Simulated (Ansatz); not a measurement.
Input and command of a plane-wave DFT calculation in Ansatz:

```yaml
crystal:
  lattice:
    - [0.0, 3.109536, 3.109536]
    - [3.109536, 0.0, 3.109536]
    - [3.109536, 3.109536, 0.0]
  atoms:
    - { symbol: In, position: [0.0, 0.0, 0.0] }
    - { symbol: Sb, position: [0.75, 0.75, 0.75] }
basis:
  ecutwfc: 500
kpoints:
  mp_grid: { grid: [10, 10, 10] }
hamiltonian:
  xc: r2scan
scf:
  occupations: { method: gaussian, width: 0.03 }
output:
  forces: true
  stress: true
  eigenvalues: true
```

```bash
ansatz run input.yaml --threads 1 --pin off --max-ram 2560MiB --backend cpu --events-out ev --progress --plain --runs-dir out
```

Processor: Arm Neoverse V1, 1 thread, on a host shared with other jobs.

Q: Estimate time, memory and problem size.

A: About 15 s on 1 thread of Arm Neoverse V1 (shared host), peak memory 0.57 GiB. It solves 18 bands at 47 k points (the mesh reduced by symmetry) with about 1471 plane waves, in 6 SCF iterations.
